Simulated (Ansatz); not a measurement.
**Field gradients at the nuclei in ZrSe₂**

The cell is a Materials Project structure (computed, not necessarily an observed phase), whose atoms a relaxation with r2SCAN at fixed cell left in place.

```yaml
crystal:
  lattice:
    - [3.81115, 0.00000, 0.00000]
    - [-1.90558, 3.30055, 0.00000]
    - [0.00000, 0.00000, 6.39991]
  atoms:
    - { symbol: Zr, position: [0.00000, 0.00000, 0.00000] }
    - { symbol: Se, position: [0.66667, 0.33333, 0.75588] }
    - { symbol: Se, position: [0.33333, 0.66667, 0.24412] }
```

Sites (sets of like atoms) are named by element and the number of their first atom in this list.

The numbers come from a DFT calculation in Ansatz (r2SCAN, plane waves and PAW, scalar-relativistic, 500 eV cutoff, Γ-centred 10×10×5 k-points, Fermi–Dirac smearing 0.01 eV).

Conventions: |V_zz| ≥ |V_yy| ≥ |V_xx|, η = (V_xx − V_yy)/V_zz, C_Q = eQV_zz/h. Directions are in the Cartesian axes of the cell vectors above, for the atom listed; none is given where the gradient is under 0.02 or η is above 0.95.

```
site  first atom     first shell  V_zz (10²¹ V/m²)     η  direction of V_zz (x, y, z)
  Zr           1  6 Se at 2.70 Å             -1.94  0.00               0.00 0.00 1.00
  Se           2  3 Zr at 2.70 Å             -0.36  0.00               0.00 0.00 1.00
```

An axis of threefold or higher order runs through Zr and Se, so V_zz lies along it and η is zero.

Without spin–orbit coupling (the program notes it for Zr) the gradients can shift somewhat, as the gap is small. With a gap of 0.8 eV on this mesh, small gradients can still move by 0.1 × 10²¹ V/m² or more as the k-mesh gets denser.
